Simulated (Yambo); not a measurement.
Runs of Yambo 5.3.0 on GaP. It takes space group F-43m (No. 216, cubic). Conventional cell: a = 5.451 Å, b = 5.451 Å, c = 5.451 Å, α = 90.00°, β = 90.00°, γ = 90.00°. Around Ga (site symmetry -43m) lie 4 P at 2.36 Å. Around P (site symmetry -43m) lie 4 Ga at 2.36 Å. 

| task | level | potentials or basis | k mesh | cutoff (eV) | k mesh of the self-consistent run | form of the LDA | direction of the field or of q to 0 | broadening | kernel | other keys | gap on the mesh (eV) |
| --- | --- | --- | --- | --- | --- | --- | --- | --- | --- | --- | --- |
| optical spectrum | LDA | PseudoDojo 0.4.1 SR LDA stringent | 6 × 6 × 6 | 1442 | 8 × 8 × 8 | PW92 | x | 0.1 eV | none (independent particles) | - | (a) |
| energy-loss spectrum | PBE | PseudoDojo 0.4.1 SR PBE standard | 12 × 12 × 12 | 1088 | 12 × 12 × 12 | - | - | 0.3 eV | Hartree (RPA with local fields) | - | 1.60 |
| optical spectrum | PBEsol | PseudoDojo 0.4.1 SR PBEsol standard | 14 × 14 × 14 | 1088 | 14 × 14 × 14 | - | y | 0.05 eV | long-range correction | several, not listed | 1.47 |
| optical spectrum | PBEsol | PseudoDojo 0.4.1 SR PBEsol standard | 14 × 14 × 14 | 1088 | 14 × 14 × 14 | - | y | 0.3 eV | Hartree (RPA with local fields) | - | 1.47 |
| optical spectrum | PBEsol | PseudoDojo 0.4.1 SR PBEsol standard | 14 × 14 × 14 | 1088 | 14 × 14 × 14 | - | x + y + z | 0.3 eV | none (independent particles) | - | 1.47 |

Alike in all rows: no spin polarisation; cell as given; smearing fixed.

Q: Fill in the values left out.

A: (a) 1.50.

Caveats: independent-particle spectra lack excitons (some runs); spectra need much finer meshes, so this one isn't converged (some runs); the long-range kernel's strength is typed, not fitted to the crystal's screening (some runs); these spectra lack excitons (some runs).

A k mesh can miss the band edges, and the runs leave out spin-orbit coupling on Ga.

The runs don't all hold the same shells in valence.
